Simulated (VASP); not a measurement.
# Ti₄Al₄H: nudged elastic band

Ti₄Al₄H, defect, 9 atoms in the cell. PBE, nudged elastic band; PAW potentials Ti_sv, Al, H (PBE set).

Path: an interstitial H atom hops to the next site of its kind; Moving images: 1.

## Input

INCAR.step1:
```
PREC     = Normal         # precision mode
ENCUT    = 300            # plane-wave cutoff, eV
EDIFF    = 1E-6           # SCF threshold, eV
ISMEAR   = 1              # smearing method
SIGMA    = 0.1            # smearing width, eV
LREAL    = False          # projectors in reciprocal space
LASPH    = True           # aspherical terms in the spheres
NELM     = 100            # most SCF steps
ALGO     = Normal         # electronic algorithm
LWAVE    = False          # write WAVECAR
LCHARG   = False          # write CHGCAR
IBRION   = 2              # ionic algorithm
NSW      = 100            # ionic steps
ISIF     = 2              # what is computed and relaxed
EDIFFG   = -0.02          # ionic threshold
POTIM    = 0.5            # step
KPAR     = 8             
```

INCAR.step3, as INCAR.step1 but for:
```
- IBRION = 2
- ISIF = 2
- EDIFFG = -0.02
- POTIM = 0.5
+ IBRION = 1
+ POTIM = 0.3
+ EDIFFG = -0.05
+ SPRING = -5
+ IMAGES = 1
```

KPOINTS:
```
k-points
0
Gamma
  7 7 7
```

00/POSCAR:
```
Ti4Al4H
1.0
   -4.3008933490      2.4831219328      4.6780830000
    4.3008933490     -2.4831219328      4.6780830000
    1.4336311164      2.4831219328     -4.6780830000
Ti Al H
4 4 1
Direct
    0.0053694926      0.0022958339      0.0038026470
    0.5015668456      0.4984931869      0.9961973530
    0.4994265646      0.0048765710      0.5000000000
    0.0042751646      0.5055724971      0.5000000000
    0.5945998076      0.4194341505      0.5000000000
    0.0837129673      0.9176168523      0.5000000000
    0.0811886635      0.4187966242      0.9878694817
    0.5933191817      0.9309271425      0.0121305183
    0.2615413127      0.4269871411      0.5000000000
```

01/POSCAR:
```
Ti4Al4H
1.0
   -4.3008933490      2.4831219328      4.6780830000
    4.3008933490     -2.4831219328      4.6780830000
    1.4336311164      2.4831219328     -4.6780830000
Ti Al H
4 4 1
Direct
    0.0073428791     -0.0048739079     -0.0242895743
    0.5316324724      0.5194156699      1.0242895769
    0.5109183410      0.0155285404      0.4999967948
    0.0031741390      0.5230646592      0.5000032110
    0.6017998061      0.4306564750      0.5000018096
    0.0960054596      0.9250951502      0.4999981902
    0.0945404510      0.4307384584      0.9937710330
    0.6007694291      0.9369674235      0.0062289663
    0.1788170228      0.3484075309      0.4999999924
```

02/POSCAR:
```
Ti4Al4H
1.0
   -4.3008933490      2.4831219328      4.6780830000
    4.3008933490     -2.4831219328      4.6780830000
    1.4336311164      2.4831219328     -4.6780830000
Ti Al H
4 4 1
Direct
    0.0292843005      0.0262104898      0.0038019235
    0.5254823770      0.5224085663      0.9961980765
    0.5229012368      0.0283513774      0.5000000000
    0.0222054431      0.5235026839      0.5000000000
    0.6101609581      0.4440645905      0.5000000000
    0.1083440509      0.9331781495      0.5000000000
    0.1089811428      0.4465893574      1.0121306968
    0.5968504458      0.9344586605     -0.0121306968
    0.1007900452      0.2662361243      0.5000000000
```

POSCAR.step1:
```
Ti4Al4H
1.0
   -4.3008933490      2.4831219328      4.6780830000
    4.3008933490     -2.4831219328      4.6780830000
    1.4336311164      2.4831219328     -4.6780830000
Ti Al H
4 4 1
Direct
    0.0000000000      0.0000000000      0.0000000000
    0.5000000000      0.5000000000      0.0000000000
    0.5000000000      0.0000000000      0.5000000000
    0.0000000000      0.5000000000      0.5000000000
    0.5833333334      0.4166666666      0.5000000000
    0.0833333333      0.9166666666      0.5000000000
    0.0833333334      0.4166666666      0.0000000000
    0.5833333333      0.9166666666      0.0000000000
    0.2916666667      0.4583333333      0.5000000000
```

POSCAR.step2:
```
Ti4Al4H
1.0
   -4.3008933490      2.4831219328      4.6780830000
    4.3008933490     -2.4831219328      4.6780830000
    1.4336311164      2.4831219328     -4.6780830000
Ti Al H
4 4 1
Direct
    0.0000000000      0.0000000000      0.0000000000
    0.5000000000      0.5000000000      0.0000000000
    0.5000000000      0.0000000000      0.5000000000
    0.0000000000      0.5000000000      0.5000000000
    0.5833333334      0.4166666666      0.5000000000
    0.0833333333      0.9166666666      0.5000000000
    0.0833333334      0.4166666666      0.0000000000
    0.5833333333      0.9166666666      0.0000000000
    0.0416666667      0.2083333333      0.5000000000
```

Commands (each step's output is kept before the next begins):
```
cat potpaw_PBE.64/Ti_sv/POTCAR potpaw_PBE.64/Al/POTCAR potpaw_PBE.64/H/POTCAR > POTCAR
cp INCAR.step1 INCAR
cp POSCAR.step1 POSCAR
mpirun -np 8 vasp_std > vasp.out
cp POSCAR.step2 POSCAR
mpirun -np 8 vasp_std > vasp.out
# 00 and 02 hold the relaxed ends, the second shifted as a whole so that the mean position stays; the images between are interpolated (pair-distance (IDPP))
cp INCAR.step3 INCAR
mpirun -np 8 vasp_std > vasp.out
```

## Result

- Barrier (eV): 0.167
- Barrier of the reverse step (eV): 0.167
- Energy of the second end over the first (eV): 0.000
- Top of the path (share of its length): 0.50
- Length of the path (Å): 1.62
- Steps of the band: 5
- Ionic steps, all stages: 25
- Electronic steps, all stages: 236

Energy along the relaxed band:

| Image | Distance along the path (Å) | Energy above the first end (eV) | Slope along the path (eV/Å) | Largest force across the path (eV/Å) |
|---|---|---|---|---|
| 0 | 0.000 | 0.000 | relaxed end |  |
| 1 | 0.812 | 0.167 | -0.000 | 0.021 |
| 2 | 1.624 | -0.000 | relaxed end |  |

The two ends have the same energy within 0.01 eV.

Limits: the cell holds 9 atoms, so the vacancy or interstitial meets its own images and the barrier isn't that of a lone defect; the atom stays on the straight, symmetric line between the sites, so the barrier is an upper bound: a way around it wasn't tried; a single image in the middle can't show two humps with a dip between them, and says nothing of the springs.

VASP 6.6.1 took 851 s on 8 cores (Intel Xeon Platinum 8259CL @ 2.50GHz (Skylake/Cascade Lake)), a shared host.
